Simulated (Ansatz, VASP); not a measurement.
## TaN: VASP beside Ansatz

```
CELL_PARAMETERS angstrom
0.00000 2.16438 2.16438
2.16438 0.00000 2.16438
2.16438 2.16438 0.00000
ATOMIC_POSITIONS crystal
Ta 0.50000 0.50000 0.50000
N 0.00000 0.00000 0.00000
```

Change from the starting cell: volume scaled by 0.98, PAW files.

Alike in both runs: task electric field gradients; functional PBE; k mesh 9 × 9 × 9; occupations fermi-dirac, width 0.02 eV; no spin polarisation.

```csv
,VASP,Ansatz
version,VASP 6.6.1,Ansatz 0.2.0
potentials or method,"VASP PAW PBE potentials, release 64 (Ta_pv, N)","PAW with Ansatz's default frozen-core files, scalar-relativistic"
plane-wave cutoff (eV),520,420
valence electrons in the cell,16,18
```

```tsv
	VASP	Ansatz	Ansatz less VASP
pressure (GPa)	23.8	22.7	-1.09
Vzz of the field gradient on the site that differs most (V/Å²)	0.0	0.0	0.00
```

The two sets of potentials don't hold the same shells in valence. Ansatz warned: «gradients_without_spin_orbit».

Caveats: so large a pressure means that the cell lies far from this level's equilibrium, or that cutoff or potentials fall short (VASP). The runs have no spin-orbit coupling, so splittings on Ta are missing.
